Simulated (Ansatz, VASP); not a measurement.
## Si3C in VASP and in Ansatz

The input POSCAR:

```
Si3C
1.0
    1.6986113246      0.9806937055      5.8709154094
   -1.6986113246      0.9806937055      5.8709154094
    0.0000000000     -1.9613874110      5.8709154094
C Si
1 3
Direct
    0.9989692349     -0.0010307651     -0.0010307651
    0.4966196746      0.4966196746      0.4966196746
    0.3638779033      0.3638779033      0.3638779033
    0.8905331871      0.8905331871      0.8905331871
```

Contents of INCAR.step1:

```
PREC = Accurate
ENCUT = 520
EDIFF = 1E-5
ISMEAR = -1
SIGMA = 0.02
LREAL = F
LASPH = T
NELM = 100
ALGO = Normal
ISIF = 2
LWAVE = T
LCHARG = F
GGA = PE
NBANDS = 16
```

File INCAR.step2:

```
PREC = Accurate
ENCUT = 520
EDIFF = 1E-6
ISMEAR = -1
SIGMA = 0.02
LREAL = F
LASPH = T
NELM = 100
ALGO = Normal
ISIF = 2
LWAVE = F
LCHARG = F
GGA = PE
LHFCALC = T
HFSCREEN = 0.2079
PRECFOCK = Normal
ISTART = 1
NBANDS = 16
```

File KPOINTS:

```
regular mesh
0
Gamma
  4 4 4
```

Input for Ansatz:

```yaml
crystal:
  lattice:
    - [1.6986113246, 0.9806937055, 5.8709154094]
    - [-1.6986113246, 0.9806937055, 5.8709154094]
    - [0.0, -1.961387411, 5.8709154094]
  atoms:
    - { symbol: C, position: [0.9989692349, -0.0010307651, -0.0010307651] }
    - { symbol: Si, position: [0.4966196746, 0.4966196746, 0.4966196746] }
    - { symbol: Si, position: [0.3638779033, 0.3638779033, 0.3638779033] }
    - { symbol: Si, position: [0.8905331871, 0.8905331871, 0.8905331871] }
kpoints:
  mp_grid: { grid: [4, 4, 4] }
hamiltonian:
  xc: hse06
scf:
  occupations: { method: fermi_dirac, width: 0.02 }
  n_extra_bands: 5
output:
  forces: true
  stress: true
  eigenvalues: true
```

The cell was built by a generator and needn't be a form met in nature.

Alike in both runs: task single point; functional HSE06; k mesh 4 × 4 × 4; occupations fermi-dirac, width 0.02 eV; no spin polarisation.

|  | VASP | Ansatz |
| --- | --- | --- |
| version | VASP 6.6.1 | Ansatz 0.2.0 |
| potentials or method | VASP PAW PBE potentials, release 64 (C, Si) | plane waves, PAW |
| plane-wave cutoff (eV) | 520 | 420 |
| valence electrons in the cell | 16 | 16 |

|  | VASP | Ansatz | Ansatz less VASP |
| --- | --- | --- | --- |
| pressure (GPa) | -1.0 | -0.7 | +0.36 |
| largest component of the traceless stress (GPa) | 0.67 | 0.53 | -0.142 |
| rms of the force components (eV/Å) | 0.102 | 0.120 | +0.0186 |

Atom by atom the forces differ by 0.020 eV/Å (rms over components). Ansatz warned: «filled_band_counts_differ_across_k_points».

Caveats: the k mesh is coarse (spacing up to 0.54 Å⁻¹), so the values aren't converged, least of all with exact exchange; the PAW data sets were made with another functional, which shifts forces and pressure a little (VASP).
